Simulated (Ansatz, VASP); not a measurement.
## P: VASP beside Ansatz

File INCAR:

```
SYSTEM = P
PREC = Accurate ; ENCUT = 520
EDIFF = 1E-7 ; ISMEAR = -1
SIGMA = 0.1 ; LREAL = .False.
LASPH = .True. ; NELM = 100
ALGO = Normal ; ISIF = 2
LWAVE = .False. ; LCHARG = .True.
GGA = RP ; LELF = .True.
LVHAR = .True. ; NBANDS = 8
```

File KPOINTS:

```
Automatic mesh
0
Gamma
  16 16 16
  0 0 0
```

Contents of POSCAR:

```
P
1.0
   -1.4914004370      1.4914004370      1.4914004370
    1.4914004370     -1.4914004370      1.4914004370
    1.4914004370      1.4914004370     -1.4914004370
P
1
Direct
    0.0000000000      0.0000000000      0.0000000000
```

Input for Ansatz:

```yaml
crystal:
  lattice:
    - [-1.491400437, 1.491400437, 1.491400437]
    - [1.491400437, -1.491400437, 1.491400437]
    - [1.491400437, 1.491400437, -1.491400437]
  atoms:
    - { symbol: P, position: [0.0, 0.0, 0.0] }
hamiltonian:
  xc: rpbe
  pseudopotentials:
    kind: paw
    azcp:
      P: "pseudopotentials/P.paw.azcp"
basis:
  ecutwfc: 420
  fft_grid_basis: typed
kpoints:
  mp_grid: { grid: [16, 16, 16], shift: [0, 0, 0] }
magnetization:
  spin_polarized: false
scf:
  occupations: { method: fermi_dirac, width: 0.1 }
  lower_state_search: "off"
output:
  stress: true
  write_density: true
  write_potential: true
  elf: true
  volumetric_format: npy
```

Alike in both runs: task single point; functional RPBE; k mesh 16 × 16 × 16; occupations fermi-dirac, width 0.1 eV; no spin polarisation.

|  | VASP | Ansatz |
| --- | --- | --- |
| version | VASP 6.6.1 | Ansatz 0.2.0 |
| potentials or method | VASP PAW PBE potentials, release 64 (P) | plane waves (420 eV) with PAW, scalar-relativistic |
| plane-wave cutoff (eV) | 520 | 420 |
| valence electrons in the cell | 5 | 5 |

|  | VASP | Ansatz | Ansatz less VASP |
| --- | --- | --- | --- |
| pressure (GPa) | 8.3 | 9.1 | +0.74 |

Caveats: the PAW data sets were made with another functional, which shifts forces and pressure a little (VASP).
